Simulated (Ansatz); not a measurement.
## MnO under changes of volume

One of the cells (10.999 Å³/atom); the others are scaled copies at fixed shape and fractional positions:

```xyz
2
Lattice="0.0000 2.2239 2.2239 2.2239 0.0000 2.2239 2.2239 2.2239 0.0000" Properties=species:S:1:pos:R:3 pbc="T T T"
Mn    0.0000    0.0000    0.0000
O     2.2239    2.2239    2.2239
```

The cell is a database's computed one.

- Program: Ansatz 0.2.0
- Functional: HSE06
- Potentials or basis: Ansatz PAW
- Cutoff: 420 eV (not typed: the program's choice for these potentials)
- k mesh: 6 × 6 × 6
- Occupations: fermi-dirac, width 0.05 eV
- Spin: collinear spin, ferromagnetic start
- Starting moments: [4.0, 0.0] μB

```csv
volume (Å³/atom),energy over the lowest point (meV/atom),pressure (GPa),gap on the mesh (eV)
10.339,26.30,12.6,1.36
10.559,12.22,8.2,1.32
10.779,3.68,4.3,1.28
10.999,0.00,0.8,1.24
11.219,1.40,-2.4,1.20
11.439,6.54,-5.2,1.17
11.659,?,?,?
```

What does the run at 11.659 Å³/atom give?

Energy over the lowest point 15.47 meV/atom; pressure -7.8 GPa; gap on the mesh 1.14 eV.

Worked out: A Birch-Murnaghan fit of order 3 (a polynomial in V^(-2/3)) to the other rows has its minimum at 11.05 Å³/atom with B0 = V·E''(V) = 165 GPa and B' = 3.7. It gives 15.71 meV/atom at 11.659 Å³/atom, against the run's 15.47, and -dE/dV = -8.0 GPa, against -7.8. A straight line through the other rows of the gap, of slope -1.91 eV per unit of ln V, extrapolates to 1.13 eV, against the run's 1.14.

Energies are extrapolated to zero smearing.

Caveats: the magnetic or orbital state may not be the lowest; a cell with one magnetic atom can't hold antiferromagnetic order, which such compounds often take; the PAW data sets come from PBE, with cores solved anew for the run's functional, which leaves a small shift of forces and pressure; the thresholds are loose for stress.

A mesh can miss the band edges.
